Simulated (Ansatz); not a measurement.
Input and command of a plane-wave DFT calculation in Ansatz:

```yaml
crystal:
  lattice:
    - [-4.5481927936, 4.5481927936, -4.5481927936]
    - [4.5481927936, -4.5481927936, -4.5481927936]
    - [-4.5481927936, -4.5481927936, 4.5481927936]
  atoms:
    - { symbol: B, position: [0.7509107773, 0.25, 1.0006761634] }
    - { symbol: B, position: [0.5, 0.25, 0.25] }
    - { symbol: B, position: [0.2506761634, 0.0009107773, 0.75] }
    - { symbol: B, position: [0.2506761634, 0.25, 0.5009107773] }
    - { symbol: B, position: [1.0, 1.0009107773, 1.0006761634] }
    - { symbol: B, position: [0.7493238366, -0.0006761634, 0.2502346139] }
    - { symbol: B, position: [0.5, 0.75, 0.75] }
    - { symbol: B, position: [0.5002346139, -0.0006761634, 0.4993238366] }
    - { symbol: B, position: [0.2490892227, 0.7497653861, 0.9990892227] }
    - { symbol: B, position: [0.0, 0.75, 0.25] }
    - { symbol: B, position: [0.7509107773, 0.5006761634, 0.75] }
    - { symbol: B, position: [0.7493238366, 0.7502346139, 0.4993238366] }
    - { symbol: B, position: [0.4997653861, 0.4990892227, 0.9990892227] }
    - { symbol: B, position: [0.2490892227, 0.4990892227, 0.2497653861] }
    - { symbol: B, position: [0.0, 0.5006761634, 0.5009107773] }
    - { symbol: P, position: [0.0, 0.5010748756, 0.75] }
    - { symbol: P, position: [0.750599499, 0.5000485594, 4.85594e-05] }
    - { symbol: P, position: [0.4994490604, 0.499400501, 0.2494490604] }
    - { symbol: P, position: [0.2510748756, 0.25, 0.75] }
    - { symbol: P, position: [0.2500485594, 0.5000485594, 0.500599499] }
    - { symbol: P, position: [0.0, 0.25, 0.0010748756] }
    - { symbol: P, position: [0.7499514406, 0.25, 0.2505509396] }
    - { symbol: P, position: [0.5005509396, -4.85594e-05, 0.75] }
    - { symbol: P, position: [0.5005509396, 0.25, 0.4999514406] }
    - { symbol: P, position: [0.2500485594, 0.000599499, 4.85594e-05] }
    - { symbol: P, position: [0.0, -4.85594e-05, 0.2505509396] }
    - { symbol: P, position: [0.7499514406, 0.7505509396, 0.75] }
    - { symbol: P, position: [0.7489251244, -0.0010748756, 0.4989251244] }
    - { symbol: P, position: [0.4994490604, 0.7494490604, -0.000599499] }
    - { symbol: P, position: [0.249400501, 0.7494490604, 0.2494490604] }
    - { symbol: P, position: [0.0, 0.7505509396, 0.4999514406] }
  host:
    lattice:
      - [0.0, 2.2740963968, 2.2740963968]
      - [2.2740963968, 0.0, 2.2740963968]
      - [2.2740963968, 2.2740963968, 0.0]
    atoms:
      - { symbol: B, position: [0.0, 0.0, 0.0] }
      - { symbol: P, position: [0.25, 0.25, 0.25] }
total_charge: -1
basis:
  ecutwfc: 420
  xc_grid: 2
kpoints:
  mp_grid: { grid: [2, 2, 2], shift: [0.5, 0.5, 0.5] }
hamiltonian:
  xc: pbe
scf:
  occupations: { method: gaussian, width: 0.01 }
output:
  forces: true
  stress: false
  eigenvalues: true
  charged_corrections:
    defect_position: [0.0, 0.25, 0.75]
    epsilon: [[9.2563, 0.0, 0.0], [0.0, 9.2563, 0.0], [0.0, 0.0, 9.2563]]
  write_density: true
  write_potential: true
  elf: true
  volumetric_format: npy
relax:
  adjacent_minimum: "off"
  f_tol: 0.025
  max_steps: 45
```

```bash
ansatz run input.yaml --threads 4 --pin off --max-ram 6144MiB --backend cpu --events-out ev --progress --plain --runs-dir out
```

Processor: Arm Neoverse V2, 4 threads, on a host shared with other jobs.

Problem. Estimate time, memory and problem size.

Solution. About 6.4 s on 4 threads of Arm Neoverse V2, on a shared host, peak memory 0.67 GiB. It solves 94 bands at 2 k points (the mesh reduced by the symmetry that the task leaves, which can be less than the crystal's) with about 7395 plane waves, in 12 SCF iterations over 2 ionic steps.
